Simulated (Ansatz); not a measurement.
The cell is a 4-atom cell of CuI (Cmcm) from a materials database; cell and atoms were relaxed with r2SCAN+rVV10. The symmetry is Cmcm (No. 63, orthorhombic); a = 7.007 Å, b = 7.186 Å, c = 4.322 Å in the conventional setting, 27.21 Å³ an atom. Cu is surrounded by 2 Cu at 2.47 Å and 3 I at 2.57–2.60 Å; I is surrounded by 3 Cu at 2.57–2.60 Å.

The questions ask for values computed with the plane-wave code Ansatz on this geometry. No magnetic order and no zero-point or thermal motion.

Given (6×6×6 mesh): The PBE gap is direct at Γ: 0.95 eV.

**Question.** What does PBE+SOC give for the gap (6×6×6 mesh)?

**Answer.** PBE+SOC gives a direct gap of 0.90 eV at Γ. The gap differs by -0.05 eV from PBE's.

**Question.** What does PBE0 give for the gap (4×4×4 mesh)?

**Answer.** With PBE0 the gap is 2.89 eV and direct, at Γ. The gap differs by +1.94 eV from PBE's.

**Question.** Order these levels by the gap that they give, smallest first.
A. PBE
B. HSE06
C. PBE0
D. r2SCAN
E. LDA

**Answer.** E (0.79 eV), A (0.95 eV), D (1.36 eV), B (2.21 eV), C (2.89 eV).

Only the levels marked +SOC include spin-orbit coupling.

The meshes of the hybrids are coarse, so their gaps aren't converged to the digits shown.
